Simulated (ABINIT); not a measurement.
KF (Carobbiite):

```xyz
2
Lattice="0.0000 2.6719 2.6719 2.6719 0.0000 2.6719 2.6719 2.6719 0.0000" Properties=species:S:1:pos:R:3 pbc="T T T"
K     0.0000    0.0000    0.0000
F     2.6719    2.6719    2.6719
```

Base run:

- Program: ABINIT 10.8.3 (patched build)
- Functional: BLYP
- Potentials or basis: PseudoDojo NC SR PBE v0.5 standard
- Cutoff: 1143 eV
- k mesh: 7 × 7 × 7
- Occupations: fermi-dirac, width 0.05 eV
- Spin: no spin polarisation

Its results: band gap on the k mesh 6.22 eV, direct; pressure 2.1 GPa.

**Question.** The run is repeated on the same cell with these changes: functional from BLYP to PBE; potentials or basis from PseudoDojo NC SR PBE v0.5 standard to SG15 NC PBE v1.2; cutoff from 1143 eV to 952 eV. What comes out?

**Answer.** Band gap on the k mesh 6.20 eV, direct; pressure 0.9 GPa.

Caveats: an odd mesh through Γ misses points on the zone boundary, where band edges often lie; the potentials were made for another functional, which shifts forces and pressure (some runs).

Not every run made on this cell is shown here.
